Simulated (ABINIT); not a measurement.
# HfN in ABINIT: the effect of functional

HfN:

```xyz
2
Lattice="0.0000 2.4548 2.4548 2.4548 0.0000 2.4548 2.4548 2.4548 0.0000" Properties=species:S:1:pos:R:3 pbc="T T T"
Hf    0.0000    0.0000    0.0000
N     1.2274    1.2274    1.2274
```

The cell comes from a database or a generator and needn't be the stable form of this composition.

Alike in all runs:

* Program: ABINIT 10.8.3 (patched build)
* Task: single point
* Potentials or basis: JTH PAW PBE v2.0
* Cutoff: 844 eV
* k mesh: 9 × 9 × 9
* Occupations: fermi-dirac, width 0.05 eV
* Spin: no spin polarisation

Task: One run gave: pressure -3.2 GPa. Which functional did it use?
A. r2SCAN
B. AM05
C. revPBE
D. SCAN
E. BLYP

Result: D.

```tsv
functional	pressure (GPa)
PBE	0.2
LDA	-10.0
PBEsol	-5.3
RPBE	3.7
BLYP	5.4
AM05	-5.6
r2SCAN	-0.2
SCAN	-3.2
revPBE	2.8
PW91	-0.3
WC	-4.9
```

Caveats: the PAW data sets were made with another functional, which shifts forces and pressure a little (some runs).
